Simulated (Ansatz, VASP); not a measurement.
## BeS: VASP beside Ansatz

The input INCAR:

```
SYSTEM = BeS
PREC = Accurate
ENCUT = 520
EDIFF = 1E-6
ISMEAR = 0
SIGMA = 0.05
LREAL = .FALSE.
LASPH = .TRUE.
NELM = 80
ALGO = Normal
ISIF = 2
LWAVE = .FALSE.
LCHARG = .FALSE.
GGA = PS
NBANDS = 11
```

The input KPOINTS:

```
Automatic mesh
0
G
  6 6 6
  0 0 0
```

Contents of POSCAR:

```
BeS
1.0
    2.8618459519      0.0000000000      0.0000000000
    0.0000000000      2.8618459519      0.0000000000
    0.0000000000      0.0000000000      2.8618459519
Be S
1 1
Direct
    0.0000000000      0.0000000000      0.0000000000
    0.5000000000      0.5000000000      0.5000000000
```

Input for Ansatz:

```yaml
crystal:
  lattice:
    - [2.8618459519, 0.0, 0.0]
    - [0.0, 2.8618459519, 0.0]
    - [0.0, 0.0, 2.8618459519]
  atoms:
    - { symbol: Be, position: [0.0, 0.0, 0.0] }
    - { symbol: S, position: [0.5, 0.5, 0.5] }
basis:
  ecutwfc: 420
kpoints:
  mp_grid: { grid: [6, 6, 6] }
hamiltonian:
  xc: pbesol
scf:
  occupations: { method: gaussian, width: 0.05 }
output:
  forces: true
  stress: true
  eigenvalues: true
```

The cell comes from a database or a generator and needn't be the stable form of this composition.

Alike in both runs: task single point; functional PBEsol; k mesh 6 × 6 × 6; occupations gaussian, width 0.05 eV; no spin polarisation.

|  | VASP | Ansatz |
| --- | --- | --- |
| version | VASP 6.6.1 | Ansatz 0.2.0 |
| potentials or method | VASP PAW PBE potentials, release 64 (Be, S) | scalar-relativistic, plane waves, PAW |
| plane-wave cutoff (eV) | 520 | 420 |
| valence electrons in the cell | 8 | 8 |

|  | VASP | Ansatz | Ansatz less VASP |
| --- | --- | --- | --- |
| gap on the k mesh at the Fermi level (eV) | none | none | - |
| pressure (GPa) | 2.9 | 2.6 | -0.28 |

A gap of «none» marks a metal or a gap that the smearing closes. The functional is the same, so the differences come from potentials, cutoffs and numerics.

Caveats: the k mesh is coarse (spacing up to 0.37 Å⁻¹), so the values aren't converged; the PAW data sets were made with another functional, which shifts forces and pressure a little (VASP).
